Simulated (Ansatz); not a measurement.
Phonon spectrum of W at 0.98 times its equilibrium volume

These are results of DFT PBE, scalar-relativistic, plane waves, PAW (Ansatz 0.2.0), not measurements. Cutoff 420 eV, 20×20×20 k-points (Γ-centred), Fermi-Dirac smearing of 0.15 eV. No spin polarisation. Phonons by linear response, acoustic sum rule imposed.

The cell, relaxed in shape and atoms at 0.98 times its equilibrium volume:
```
CELL_PARAMETERS angstrom
0.00000 2.00590 2.00590
2.00590 0.00000 2.00590
2.00590 2.00590 0.00000
ATOMIC_POSITIONS crystal
W 0.00000 0.00000 0.00000
```

In a metal, frequencies and elastic constants depend on the k mesh and the smearing, soft modes and shear constants most. Some empty bands missed the eigensolver's threshold. Spin–orbit coupling is left out, which matters for heavy elements. The q mesh is coarse, so values between its points are rough.

Force constants from linear response on a 2×2×2 q mesh.

Q: Is the structure dynamically stable on this mesh?

A: Yes, on this mesh: no mode is imaginary. Between the mesh points the interpolation dips to 29i cm⁻¹.

Q: Give the frequencies (cm⁻¹; i marks imaginary ones) at the irreducible q points, in fractions of the reciprocal vectors.

A:
```tsv
q	star	frequencies
0.000 0.000 0.000	1	0 0 0
0.000 0.000 -0.500	4	34 34 231
0.000 -0.500 -0.500	3	109 109 218
```

This fcc form isn't the element's structure at ambient conditions.

Cost: 1 run of about 0.96 core-minutes, on Intel Xeon Platinum 8488C (Sapphire Rapids) (shared hosts).